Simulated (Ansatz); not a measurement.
**TiO2: single run (Ansatz)**

The input file (Ansatz 0.2.0, plane waves):

```yaml
crystal:
  lattice:
    - [-1.88804236, 1.89656767, 4.72683297]
    - [1.89861587, -1.88006895, 4.72447784]
    - [1.87589794, 1.86792452, -4.72027512]
  atoms:
    - { symbol: Ti, position: [0.0036193, 0.9856558, 0.00186997] }
    - { symbol: Ti, position: [0.76371889, 0.22521946, 0.48913147] }
    - { symbol: O, position: [0.18128937, 0.17897734, 0.00645049] }
    - { symbol: O, position: [0.93418047, 0.43820121, 0.51560368] }
    - { symbol: O, position: [0.58062837, 0.08539345, 0.51183067] }
    - { symbol: O, position: [0.84863374, 0.80460043, 0.01585075] }
kpoints:
  mp_grid: { grid: [5, 5, 7], shift: [0.5, 0.5, 0.5] }
magnetization:
  spin_polarized: true
scf:
  occupations: { method: methfessel_paxton, width: 0.01 }
hamiltonian:
  pseudopotentials: { kind: paw }
  xc: pbe
basis:
  ecutwfc: 420
output:
  forces: true
  stress: true
  eigenvalues: true
```

The command:

```bash
ansatz run input.yaml --threads 1 --pin off --max-ram 2560MiB --backend cpu --events-out ev --progress --plain --runs-dir out
```

Origin of the cell: a strained cell with displaced atoms, so it need not be a known compound.

Output (shortened):

```
basis.fft_grid_basis auto: the FFT boxes are laid along the combinations [[1, 0, 1], [0, 1, 1], [0, 0, 1]] of the cell's own vectors, 3.765, 3.775 and 5.412 Å long. The dense box has 27×27×40 points. […]
band count auto-derived: 32 (N_el = 48.0; filled up to band 24; 30 by the electrons, moments and atoms)
Pseudopotentials: kind: paw
Pseudopotential: Ti, paw, valence charge 12, recommended cutoff 420 eV (normal), Ti.paw.azcp
Pseudopotential: O, paw, valence charge 6, recommended cutoff 420 eV (normal), O.paw.azcp
Functional definition: PBE
  exchange = pbe_x(kappa = kappa, mu = beta*pi^2/3)
  correlation = pbe_c(beta = beta)
Crystal: 6 atoms, lattice volume = 67.146 Å³
Basis set: ecut = 420 eV, 1291 PW (Γ), FFT grids on a1+a3, a2+a3, a3, exchange–correlation on 54×54×80 points (8 copies of the dense FFT grid, shifted against one another)
Bands: 32, of which v1, the nominal top of the filled ones, is band 24 counted from 1 (23 counted from 0)
Symmetry: 1 space group operations
[… 6 lines left out …]
Initial density: superposition of atomic densities (chi_scale 0.1, normalization cell, long waves kept (reshape's long-wave potential 0.01 eV rms))
Functional: x = pbe(κ = 0.804, μ = 0.219515), c = pbe(β = 0.066725)
SCF iter   1: F=—  HF=-7274.357634 eV  Δρ=4.98e-2  dr2=6.77e0  dr2_m=0.00e0  M=0.000 μB ∫|m|=0.000 μB
SCF iter   2: F=—  HF=-7272.606141 eV  S|Δr|=    0.00e0  Δρ=2.50e-2  dr2=1.49e0  dr2_m=0.00e0  M=0.000 μB ∫|m|=0.000 μB  defer=191
SCF iter   3: F=—  HF=-7271.678289 eV  S|Δr|=    0.00e0  Δρ=1.93e-2  dr2=3.28e-1  dr2_m=7.93e-2  M=0.526 μB ∫|m|=0.526 μB  defer=191
SCF iter   4: F=—  HF=-7272.310611 eV  Δρ=1.83e-2  dr2=5.31e-1  dr2_m=6.48e-2  M=0.000 μB ∫|m|=0.070 μB  defer=198
SCF iter   5: F=—  HF=-7272.302157 eV  S|Δr|=    0.00e0  Δρ=1.39e-2  dr2=1.96e-1  dr2_m=2.89e-2  M=0.000 μB ∫|m|=0.056 μB  defer=382
SCF iter   6: F=—  HF=-7272.310231 eV  Δρ=5.65e-3  dr2=6.15e-2  dr2_m=0.00e0  M=0.000 μB ∫|m|=0.000 μB  defer=17
SCF iter   7: F=—  HF=-7272.315464 eV  S|Δr|=    0.00e0  Δρ=4.38e-3  dr2=2.48e-2  dr2_m=0.00e0  M=0.000 μB ∫|m|=0.000 μB  defer=192
SCF iter   8: F=—  HF=-7272.317933 eV  S|Δr|=    0.00e0  Δρ=2.39e-3  dr2=1.07e-2  dr2_m=0.00e0  M=0.000 μB ∫|m|=0.000 μB  defer=192
SCF iter   9: F=—  HF=-7272.320987 eV  S|Δr|=    0.00e0  Δρ=3.73e-4  dr2=5.06e-4  dr2_m=0.00e0  M=0.000 μB ∫|m|=0.000 μB  defer=192
SCF iter  10: F=—  HF=-7272.320955 eV  S|Δr|=    0.00e0  Δρ=1.83e-4  dr2=5.08e-5  dr2_m=0.00e0  M=0.000 μB ∫|m|=0.000 μB  defer=192
SCF iter  11: F=—  HF=-7272.321074 eV  S|Δr|=    0.00e0  Δρ=6.95e-5  dr2=9.24e-6  dr2_m=0.00e0  M=0.000 μB ∫|m|=0.000 μB  defer=192
SCF iter  12: F=—  HF=-7272.321075 eV  S|Δr|=    0.00e0  Δρ=2.99e-5  dr2=1.65e-6  dr2_m=0.00e0  M=0.000 μB ∫|m|=0.000 μB  defer=192
SCF iter  13: F=—  HF=-7272.321076 eV  S|Δr|=    0.00e0  Δρ=9.99e-6  dr2=1.08e-7  dr2_m=0.00e0  M=0.000 μB ∫|m|=0.000 μB  defer=192
SCF iter  14: F=-7272.321076 eV  HF=-7272.321076 eV  S|Δr|=    0.00e0  Δρ=3.37e-6  dr2=2.21e-8  dr2_m=0.00e0  M=0.000 μB ∫|m|=0.000 μB
SCF 1 converged in 14 iterations: F = -7272.321076 eV  dr2 = 2.21e-8
this state was not tested for a lower state beside it, because cold or Methfessel-Paxton smearing, or corrected tetrahedra, fill the levels in a way that the test cannot read (fill_not_monotonic; see scf.lower_state_search)
SCF converged after 14 iterations
Magnetization: 0.0000 μB (24.0000 up, 24.0000 down)
Absolute magnetization: 0.0000 μB (∫|ρ↑−ρ↓|)
Spin contamination: 0.0000 ħ² per cell (⟨S²⟩ above its minimum at these occupations)
Per-site moments (μB) at R_I (Å): [(0.0, 0.682999), (0.0, 0.675814), (0.0, 0.714490), (0.0, 0.698120), (0.0, 0.675814), (0.0, 0.682999)]
Free energy (F): -7272.321076 eV
Harris-Foulkes:  -7272.321076 eV  (|F-HF|=4.89e-9)
Internal energy: -7272.321076 eV  (E = F + TS)
E sigma→0 (E₀):  -7272.321076 eV
Fermi energy:    9.510197 eV
--- Per-component energies (eV) ---
  E_band       = -436.539030
  E_kinetic    = 1275.514455
  E_local      = -3933.285501  (includes V_loc(G=0)·N_el)
  E_nonlocal   = 201.241948
  E_hartree    = 1566.769359
  E_xc         = -497.592027
  E_vxc        = -630.543630  (∫ρ·V_xc dr)
  E_paw        = -2727.603639  (= ΣΔE_a)
  E_vpaw       = -483.013803  (= ΣTr[D̂ρ^β])
  E_aug_tail   = 0.010403  (compensation charges beyond the density's cutoff)
  E_ewald      = -3157.376072
  E_smearing   = -0.000000  (= −TS)
  Σ components = -7272.321076   (vs F -7272.321076, Δ=0.00e0)
--- Forces (eV/Å), atoms counted from 1 ---
  atom   1  Ti     0.453630    -0.451209     3.250011
  atom   2  Ti    -1.356695     0.456262     1.100282
  atom   3  O     -0.141723     0.176328     8.846363
  atom   4  O     -1.175174    -0.553637     9.702725
  atom   5  O      0.850732    -0.111549   -12.551980
  atom   6  O      1.369248     0.483782   -10.347427
  max |Σ_I F_I| component: 2.65e-5 eV/Å
--- Stress (GPa, compression-positive) ---
       19.992112       0.264548      -3.151583
        0.264548      15.434640      -2.269766
       -3.151584      -2.269767     124.234280
  P = ⅓ Tr σ = 53.2203 GPa (532.203 kbar)
```

Caveats: spin is on but no moment was typed; the given cell is far from equilibrium, with atoms too close or a volume far off.

The run took 16 s on 1 thread of Intel(R) Xeon(R) 6975P-C (Granite Rapids), with other jobs on the host, peak memory 0.57 GiB, from the program's own first density.
